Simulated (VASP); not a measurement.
**How a change of volume changes ZnO (P6_3mc)**

Strain engineering needs slopes: what does a change of volume do to the lattice and the band edges of ZnO?

Method: LDA; plane waves and PAW (Zn, O), in the first sound run; inputs show where later runs differ, in VASP 6.6.1.

**1. Set-up**

The structure is hexagonal, space group P6_3mc (No. 186). Conventional cell: a = 3.250 Å, b = 3.250 Å, c = 5.207 Å, α = 90.00°, β = 90.00°, γ = 120.00°. Zn has 4 O at 1.97 to 1.99 Å nearest. Nearest to O lie 4 Zn at 1.97 to 1.99 Å. Farther neighbours and most contacts between anions are not listed.

Coordinates:

```xyz
4
Lattice="3.2500 0.0000 0.0000 -1.6250 2.8146 0.0000 0.0000 0.0000 5.2070" Properties=species:S:1:pos:R:3 pbc="T T T"
Zn    0.0000    1.8764    0.0000
Zn    1.6250    0.9382    2.6035
O     0.0000    1.8764    1.9891
O     1.6250    0.9382    4.5926
```

**2. Relax the crystal, LDA**

The series starts from the cell that this level prefers, so that zero strain is near zero stress.

This step took 2 runs in a row; the last is shown.

Level: LDA; plane waves and PAW (Zn, O).

File INCAR:

```
SYSTEM = ZnO
PREC = Accurate
ENCUT = 600
EDIFF = 1E-07
NELM = 120
ISMEAR = 0
SIGMA = 0.02
LREAL = .FALSE.
ALGO = Normal
GGA = CA
NBANDS = 24
LASPH = .TRUE.
LORBIT = 11
LWAVE = .FALSE.
LCHARG = .FALSE.
KPAR = 16
IBRION = 2
NSW = 40
ISIF = 3
EDIFFG = -0.005
POTIM = 0.4
```

File POSCAR:

```
ZnO
1.0
    3.1937689507      0.0000000000      0.0000000000
   -1.5968844753      2.7658850448      0.0000000000
    0.0000000000      0.0000000000      5.1629500719
Zn O
2 2
Direct
    0.3333333333      0.6666666667      0.0017855572
    0.6666666667      0.3333333333      0.5017855572
    0.3333333333      0.6666666667      0.3802144428
    0.6666666667      0.3333333333      0.8802144428
```

File KPOINTS:

```
Automatic mesh
0
Gamma
11 11 6
0 0 0
```

The projector-augmented-wave data sets are Zn and O (LDA family, release 64).

Run with:

```
mpirun -np 16 vasp_std
```

Log:

```text
[banner, memory and clock lines left out]
running   16 mpi-ranks, on    1 nodes
[...]
|                                                                             |
|           W    W    AA    RRRRR   N    N  II  N    N   GGGG   !!!           |
|           W    W   A  A   R    R  NN   N  II  NN   N  G    G  !!!           |
|           W    W  A    A  R    R  N N  N  II  N N  N  G       !!!           |
|           W WW W  AAAAAA  RRRRR   N  N N  II  N  N N  G  GGG   !            |
|           WW  WW  A    A  R   R   N   NN  II  N   NN  G    G                |
|           W    W  A    A  R    R  N    N  II  N    N   GGGG   !!!           |
|                                                                             |
|     For optimal performance we recommend to set                             |
|       NCORE = 2 up to number-of-cores-per-socket                            |
|     NCORE specifies how many cores store one orbital (NPAR=cpu/NCORE).      |
|     This setting can greatly improve the performance of VASP for DFT.       |
[...]
|     Unfortunately you need to use the default for GW and RPA                |
|     calculations (for HF NCORE is supported but not extensively tested      |
|     yet).                                                                   |
|                                                                             |

 LDA part: xc-table for (Slater(with rela. corr.)+CA(PZ))
 , standard interpolation
 POSCAR, INCAR and KPOINTS ok, starting setup
[...]
entering main loop
       N       E                     dE             d eps       ncg     rms          rms(c)
DAV:   1     0.300389963915E+03    0.30039E+03   -0.20316E+04  3112   0.244E+03
DAV:   2     0.551037235855E+01   -0.29488E+03   -0.27867E+03  3296   0.458E+02
DAV:   3    -0.237501579151E+02   -0.29261E+02   -0.29021E+02  3568   0.148E+02
DAV:   4    -0.242331356604E+02   -0.48298E+00   -0.48271E+00  3496   0.198E+01
[...]
DAV:  14    -0.211634116033E+02    0.22513E-05   -0.38094E-06  4192   0.214E-02    0.316E-03
DAV:  15    -0.211634115627E+02    0.40561E-07   -0.11238E-06  3216   0.879E-03    0.885E-04
DAV:  16    -0.211634115590E+02    0.36871E-08   -0.87132E-09  1680   0.105E-03
   1 F= -.21163412E+02 E0= -.21163412E+02  d E =-.211634E+02
[...]
reached required accuracy - stopping structural energy minimisation
```

The job ended after 10 s (16 MPI ranks of AMD EPYC 7R43, shared host; peak memory 3 GiB; 2.5 min of CPU time).

The logs omit lines about the potential files and the build; timing stands in the text.

OUTCAR, selected parts (step 2):

```text
  Total        0.0133979      0.0133979      0.0193902      0.0000000     -0.0000000      0.0000000
  in kB        0.4706663      0.4706663      0.6811735      0.0000000     -0.0000000      0.0000000
  external PRESSURE =       0.5408353 kB  Pullay stress =       0.0000000 kB

 POSITION                                       TOTAL-FORCE (eV/Angst)
 -----------------------------------------------------------------------------------
     -0.00000      1.84392      0.00922        -0.000000      0.000000      0.000088
      1.59688      0.92196      2.59069         0.000000      0.000000      0.000088
     -0.00000      1.84392      1.96303         0.000000      0.000000     -0.000088
      1.59688      0.92196      4.54450        -0.000000      0.000000     -0.000088
 -----------------------------------------------------------------------------------
    total drift:                               -0.000000     -0.000000     -0.001111

  FREE ENERGIE OF THE ION-ELECTRON SYSTEM (eV)
  ---------------------------------------------------
  free  energy   TOTEN  =       -21.1634115590 eV

  energy  without entropy=      -21.1634115590  energy(sigma->0) =      -21.16341156

 reached required accuracy - stopping structural energy minimisation

[... 3 further parts left out ...]
[key lines of the parts left out:]
E-fermi :   1.4355
```

Numbers from this step:

```
energy(sigma→0) of the program : -21.1634 eV
stress, compression positive   : xx, yy, zz 0.05, 0.05, 0.07 GPa
volume                         : 45.607 Å³
ionic steps                    : 1
```

**3. Relax at fixed volume, LDA**

One member in full: the volume is scaled by 1.03, and shape and atoms relax at that volume.

Level: LDA; plane waves and PAW (Zn, O).

INCAR, as its differences from that of step 2:

```diff
@@ -15,7 +15,7 @@
 LCHARG = .FALSE.
-KPAR = 16
+KPAR = 4
 IBRION = 2
 NSW = 40
-ISIF = 3
-EDIFFG = -0.005
+ISIF = 4
+EDIFFG = -0.004
 POTIM = 0.4
```

File POSCAR:

```
ZnO
1.0
    3.2253924821      0.0000000000      0.0000000000
   -1.6126962410      2.7932718263      0.0000000000
    0.0000000000      0.0000000000      5.2140717141
Zn O
2 2
Direct
    0.3333333333      0.6666666667      0.0017855572
    0.6666666667      0.3333333333      0.5017855572
    0.3333333333      0.6666666667      0.3802144428
    0.6666666667      0.3333333333      0.8802144428
```

KPOINTS is that of step 2.

Run with:

```
mpirun -np 4 vasp_std
```

Log:

```text
[banner, memory and clock lines left out]
running    4 mpi-ranks, on    1 nodes
[...]
LDA part: xc-table for (Slater(with rela. corr.)+CA(PZ))
 , standard interpolation
 POSCAR, INCAR and KPOINTS ok, starting setup
[...]
entering main loop
       N       E                     dE             d eps       ncg     rms          rms(c)
DAV:   1     0.297306962257E+03    0.29731E+03   -0.20174E+04  3080   0.241E+03
DAV:   2     0.558007442168E+01   -0.29173E+03   -0.27701E+03  3360   0.452E+02
DAV:   3    -0.237078016739E+02   -0.29288E+02   -0.29056E+02  3568   0.148E+02
DAV:   4    -0.242014522353E+02   -0.49365E+00   -0.49336E+00  3536   0.201E+01
[...]
DAV:  13    -0.211471558595E+02   -0.24256E-05   -0.91504E-06  4856   0.770E-02    0.125E-02
DAV:  14    -0.211471536196E+02    0.22399E-05   -0.47818E-06  3816   0.199E-02    0.307E-03
DAV:  15    -0.211471535942E+02    0.25348E-07   -0.52484E-07  3264   0.574E-03
   1 F= -.21147154E+02 E0= -.21147154E+02  d E =-.211472E+02
[...]
reached required accuracy - stopping structural energy minimisation
```

It took 31 s on 4 MPI ranks; peak memory 0.69 GiB; 2 min of CPU time.

From OUTCAR (step 3):

```text
  Total       -1.3072483     -1.3072483     -1.2992595     -0.0000000     -0.0000000      0.0000000
  in kB      -44.5857314    -44.5857314    -44.3132598     -0.0000000     -0.0000000      0.0000000
  external PRESSURE =     -44.4949076 kB  Pullay stress =       0.0000000 kB

 POSITION                                       TOTAL-FORCE (eV/Angst)
 -----------------------------------------------------------------------------------
     -0.00000      1.86218      0.00931        -0.000000      0.000000     -0.002409
      1.61270      0.93109      2.61635         0.000000     -0.000000     -0.002409
     -0.00000      1.86218      1.98247         0.000000     -0.000000      0.002409
      1.61270      0.93109      4.58950        -0.000000      0.000000      0.002409
 -----------------------------------------------------------------------------------
    total drift:                               -0.000000     -0.000000     -0.001903

  FREE ENERGIE OF THE ION-ELECTRON SYSTEM (eV)
  ---------------------------------------------------
  free  energy   TOTEN  =       -21.1471535942 eV

  energy  without entropy=      -21.1471535942  energy(sigma->0) =      -21.14715359

[... 2 parts as in an earlier step ...]

[... 2 further parts left out ...]
[key lines of the parts left out:]
E-fermi :   1.1622
```

Read from the output:

```
energy(sigma→0) of the program : -21.1472 eV
stress, compression positive   : xx, yy, zz -4.46, -4.46, -4.43 GPa
ionic steps                    : 1
```

**4. Band edges, HSE06**

Short lines in KPOINTS_OPT sample the zone centre, for masses, and the other valleys.

Level: HSE06; plane waves and PAW (Zn, O).

File INCAR:

```
SYSTEM = ZnO
PREC = Accurate
ENCUT = 600
EDIFF = 1E-06
NELM = 100
ISMEAR = 0
SIGMA = 0.02
LREAL = .FALSE.
ALGO = Normal
LHFCALC = .TRUE.
AEXX = 0.25
GGA = PE
HFSCREEN = 0.2
LASPH = .TRUE.
NBANDS = 23
PRECFOCK = Fast
LWAVE = .FALSE.
LCHARG = .FALSE.
KPAR = 4
```

POSCAR is that of step 3.

File KPOINTS:

```
Automatic mesh
0
Gamma
6 6 3
0 0 0
```

File KPOINTS_OPT:

```
Line mode
6
Line-mode
Reciprocal
  0.00000000   0.00000000   0.00000000
  0.00000000   0.00000000   0.04149226

  0.00000000   0.00000000   0.00000000
 -0.02566686   0.01283343   0.00000000

  0.50000000   0.00000000   0.00000000
  0.50000000   0.00000000   0.50000000

  0.33333333   0.33333333   0.00000000
  0.33333333   0.33333333   0.50000000
```

Run with:

```
mpirun -np 4 vasp_std
```

Log:

```text
[banner, memory and clock lines left out]
running    4 mpi-ranks, on    1 nodes
[...]
|                                                                             |
|               ----> ADVICE to this user running VASP <----                  |
|                                                                             |
|     You enforced a specific xc type in the INCAR file but a different       |
|     [... a line on the potential file left out ...]
|     I HOPE YOU KNOW WHAT YOU ARE DOING!                                     |
|                                                                             |

 LDA part: xc-table for (Slater+PW92), standard interpolation
 found WAVECAR, reading the header
 POSCAR, INCAR and KPOINTS ok, starting setup
[...]
reading WAVECAR
 the WAVECAR file was read successfully
 initial charge from wavefunction
 entering main loop
       N       E                     dE             d eps       ncg     rms          rms(c)
DAV:   1    -0.228994696016E+02   -0.22899E+02   -0.29007E+00   742   0.501E+01    0.371E+00
DAV:   2    -0.227726481651E+02    0.12682E+00   -0.88790E-01   807   0.168E+01    0.115E+00
DAV:   3    -0.227689414844E+02    0.37067E-02   -0.11516E-01   889   0.539E+00    0.567E-01
DAV:   4    -0.227693476989E+02   -0.40621E-03   -0.75786E-03   777   0.829E-01    0.321E-01
[...]
DAV:   9    -0.227683113170E+02    0.51966E-05   -0.42947E-06   735   0.249E-02    0.203E-02
DAV:  10    -0.227683097925E+02    0.15246E-05   -0.12194E-06   469   0.119E-02    0.119E-02
DAV:  11    -0.227683094036E+02    0.38891E-06   -0.65985E-07   434   0.843E-03
   1 F= -.22768309E+02 E0= -.22768309E+02  d E =-.745888E-27
 Start KPOINTS_OPT (optional k-point list driver)
k-point batch [1-14\24]
       N       E                     dE             ncg
DAV:   1     0.226044485165E+04   -0.17803E+04      644
DAV:   2    -0.238380397402E+04   -0.46442E+04      693
DAV:   3    -0.291336601119E+04   -0.52956E+03      728
DAV:   4    -0.293047614266E+04   -0.17110E+02      791
DAV:   5    -0.293065012012E+04   -0.17398E+00      819
DAV:   6    -0.293065175543E+04   -0.16353E-02      749
DAV:   7    -0.293065177721E+04   -0.21779E-04      742
DAV:   8    -0.293065177761E+04   -0.39250E-06      518
k-point batch [15-24\24]
       N       E                     dE             ncg
DAV:   1     0.452554184885E+04   -0.14787E+05      460
DAV:   2     0.131963714450E+04   -0.32059E+04      488
DAV:   3     0.965308882694E+03   -0.35433E+03      523
DAV:   4     0.953741475478E+03   -0.11567E+02      537
DAV:   5     0.953592738212E+03   -0.14874E+00      551
DAV:   6     0.953591180955E+03   -0.15573E-02      523
DAV:   7     0.953591158652E+03   -0.22304E-04      516
DAV:   8     0.953591158237E+03   -0.41517E-06      342
```

It took 27 min on 4 MPI ranks; peak memory 1.2 GiB; 1.8 h of CPU time.

Parts of OUTCAR (step 4):

```text
  LATTYP: Found a hexagonal cell.
 ALAT       =     3.2253924821
 C/A-ratio  =     1.6165696866

 Subroutine GETGRP returns: Found 12 space group operations
 (whereof  6 operations were pure point group operations)

The static configuration has the point symmetry C_3v.
 The point group associated with its full space group is C_6v.

 Found     14 irreducible k-points:

   k-points           NKPTS =     14   k-points in BZ     NKDIM =    108   number of bands    NBANDS=     23

   dimension x,y,z NGX =    28 NGY =   28 NGZ =   42
   dimension x,y,z NGXF=    56 NGYF=   56 NGZF=   84

   ENCUT  =  600.0 eV  44.10 Ry    6.64 a.u.   6.44  6.44 10.41*2*pi/ulx,y,z

   NELECT =      36.0000    total number of electrons

  exchange ACFDT corr.  =         0.00000000  see jH, gK, PRB 81, 115126

 E-fermi :   0.3026

 k-point     1 :       0.0000    0.0000    0.0000
  band No.  band energies     occupation
    ...
     14      -0.7101      2.00000
     15      -0.7101      2.00000
     16       0.0750      2.00000
     17       0.1557      2.00000
     18       0.1557      2.00000
     19       2.6801      0.00000
     20       7.4641      0.00000
     21      10.4955      0.00000
     22      15.3233      0.00000
     23      15.3233      0.00000

 k-point     2 :       0.1667    0.0000    0.0000
  band No.  band energies     occupation
    ...
     14      -1.7098      2.00000
     15      -1.0911      2.00000
     16      -0.9708      2.00000
     17      -0.1327      2.00000
     18      -0.0526      2.00000
     19       4.1121      0.00000
     20       8.5648      0.00000
     21      10.4000      0.00000
     22      13.1345      0.00000
     23      15.0511      0.00000

 POSITION                                       TOTAL-FORCE (eV/Angst)
 -----------------------------------------------------------------------------------
     -0.00000      1.86218      0.00931        -0.000000      0.000000     -0.019648
      1.61270      0.93109      2.61635         0.000000     -0.000000     -0.019648
     -0.00000      1.86218      1.98247        -0.000000      0.000000      0.019648
      1.61270      0.93109      4.58950        -0.000000     -0.000000      0.019648
 -----------------------------------------------------------------------------------
    total drift:                                0.000000      0.000011     -0.002097

  FREE ENERGIE OF THE ION-ELECTRON SYSTEM (eV)
  ---------------------------------------------------
  free  energy   TOTEN  =       -22.7683094036 eV

  energy  without entropy=      -22.7683094036  energy(sigma->0) =      -22.76830940

[... 1 part as in an earlier step ...]

[... 7 further parts left out ...]
```

This run gave:

* energy(sigma→0) of the program: -22.7683 eV

**5. The whole series**

Hybrid runs start from orbitals of a short LDA run, not shown.

Runs beyond LDA use the data sets made with LDA; this shifts their levels slightly, and their total energies have another zero.

The other members went through these steps as far as the tables show, with the same cutoff and, step by step, the same mesh; 26 runs are not shown. The session took 15 core hours (wall time by ranks) on a shared machine.

| volume over the relaxed volume | volume (Å³/atom) | pressure (GPa) | energy above the unstrained row (meV/atom) | gap on the mesh, LDA (eV) |
| --- | --- | --- | --- | --- |
| 0.940 | 10.718 | 11.593 | 25.114 | 0.899 |
| 0.955 | 10.889 | 8.344 | 14.095 | 0.874 |
| 0.970 | 11.060 | 5.342 | 6.401 | 0.849 |
| 0.985 | 11.231 | 2.579 | 1.793 | 0.825 |
| 1 | 11.402 | 0.054 | 0.000 | 0.800 |
| 1.015 | 11.573 | -2.290 | 0.838 | 0.776 |
| 1.030 | 11.744 | -4.449 | 4.064 | 0.753 |
| 1.045 | 11.915 | -6.437 | 9.500 | 0.730 |
| 1.060 | 12.086 | -8.239 | 16.981 | 0.706 |

A cubic of the pressure in ln(V/V₀) through all rows has the slope −B at V₀: B = 163 GPa, and its curvature gives B′ = 4.5.

Band edges at HSE06, counted from the valence-band top at Γ, with one row partly withheld:

| volume over the relaxed volume | gap (eV) | conduction band at Γ (eV) | lowest conduction level on M–L (eV) | second valence level below the top (eV) | third valence level below the top (eV) |
| --- | --- | --- | --- | --- | --- |
| 0.940 | 2.723 | 2.723 | 7.572 | 0.000 | 0.112 |
| 0.955 | 2.689 | 2.689 | 7.541 | 0.000 | 0.106 |
| 0.970 | 2.656 | 2.656 | 7.510 | 0.000 | 0.101 |
| 0.985 | ? | ? | 7.478 | 0.000 | 0.095 |
| 1 | 2.590 | 2.590 | 7.441 | 0.000 | 0.091 |
| 1.015 | 2.557 | 2.557 | 7.402 | 0.000 | 0.085 |
| 1.030 | 2.524 | 2.525 | 7.363 | 0.000 | 0.081 |
| 1.045 | 2.492 | 2.492 | 7.323 | 0.000 | 0.076 |
| 1.060 | 2.459 | 2.460 | 7.282 | 0.000 | 0.072 |

Conduction masses, in electron masses:

| volume over the relaxed volume | conduction mass at Γ, along the strain axis or the normal of the plane | conduction mass at Γ, across the strain axis or in the plane |
| --- | --- | --- |
| 0.940 | 0.255 | 0.265 |
| 0.955 | 0.251 | 0.258 |
| 0.970 | 0.250 | 0.257 |
| 0.985 | 0.245 | 0.254 |
| 1 | 0.244 | 0.253 |
| 1.015 | 0.241 | 0.250 |
| 1.030 | 0.239 | 0.248 |
| 1.045 | 0.235 | 0.243 |
| 1.060 | 0.233 | 0.242 |

**6. A fit to the known rows**

The quantity to fit is the conduction level at Γ above the mean of the three top valence levels at HSE06: 2.760, 2.725, 2.690, 2.620, 2.586, 2.551, 2.518, 2.484 eV in the rows shown.

A least-squares parabola through the 8 rows shown, with u the logarithm of the volume ratio: E = − 0.6409 u² − 2.302 u + 2.620 (eV), r.m.s. residual 6.5e-5 eV.

For the withheld row, u = -0.01511, the fit gives 2.6547 eV.

**7. Checking the prediction**

The calculation gives 2.6546 eV, so the prediction is 0.0001 eV too high.

**8. Summary of results**

- bulk modulus: 163 GPa
- gap of the unstrained cell, HSE06: 2.59 eV
- dE/d ln V of the conduction level at Γ above the mean of the three top valence levels, HSE06: -2.30 eV
- error of the predicted row: 0.1 meV

**Reading.** The slope of the energy gives 0.41 GPa at the relaxed volume where the pressure column has 0.05 GPa, a mark of the finite basis. At HSE06 the lowest conduction valley is Γ throughout, and the gap runs between 2.46 and 2.72 eV. Hole masses are left out throughout, since the top bands are degenerate or cross in many series; of conduction masses, those of the Γ, L and (for Si and Ge under (001) strain) Δ valleys are kept where they change by under an eighth between rows. A measured gap of unstrained ZnO is 3.4 eV (arxiv:0805.4641, fundamental direct gap at Gamma, experimental literature value, temperature not given); the static gaps here belong to the lattice relaxed at LDA. HSE06 ran on a coarser mesh than the semilocal levels. Spin-orbit coupling is left out at HSE06, so the valence splittings there lack it. Temperature, zero-point motion and excitons are left out.

[Lines on the potential files, build, host, timing and source positions are cut from VASP's logs without a mark.]

[Logs are printed without paths, hosts, clocks, repeated set-up lines and the standing remarks that a program may print on its own settings, such as how far it seeks lower states.]

[Hosts, paths, dates, database ids (printed as entryN), source tags and the programs' standing remarks are cut or masked in the printed files.]

[In band tables of VASP the shares of atoms and orbitals are scaled to a sum of 1 inside the atoms' spheres.]
